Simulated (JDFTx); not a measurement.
CdS (Hawleyite):

```
CELL_PARAMETERS angstrom
0.00000 2.91650 2.91650
2.91650 0.00000 2.91650
2.91650 2.91650 0.00000
ATOMIC_POSITIONS crystal
Cd 0.00000 0.00000 0.00000
S 0.75000 0.75000 0.75000
```

| Property | Result |
| --- | --- |
| Program | JDFTx 1.7.0 (patched build) |
| Task | single point |
| Functional | PBE |
| Potentials or basis | PseudoDojo-SR-PBE-0.5-standard with smoothed tails |
| Cutoff | 1388 eV |
| Density cutoff | 11102 eV |
| k mesh | 8 × 8 × 8 |
| Occupations | fermi-dirac, width 0.05 eV |
| Spin | no spin polarisation |

On this cell: pressure 2.9 GPa; largest force zero by symmetry; band gap on the k mesh 1.15 eV, direct.

The same run follows on a disturbed copy (atoms moved at random, drawn with an rms of 0.05 Å):

```xyz
2
Lattice="0.0000 2.9165 2.9165 2.9165 0.0000 2.9165 2.9165 2.9165 0.0000" Properties=species:S:1:pos:R:3 pbc="T T T"
Cd    0.0554   -0.0401    0.0351
S     4.3656    4.3702    4.3626
```

Task: What changes?

Result: The energy moves by +11.0 meV/atom; pressure 3.1 GPa; largest force 0.534 eV/Å; band gap on the k mesh 1.14 eV, direct.

Forces on the atoms (eV/Å):
```
Cd  -0.370  0.249 -0.294
S    0.369 -0.249  0.294
```

Stress tensor (GPa, compression positive):
```
 3.01 -1.24  1.02
-1.24  3.10 -1.59
 1.02 -1.59  3.07
```

Caveats: the empty levels aren't tightly converged.

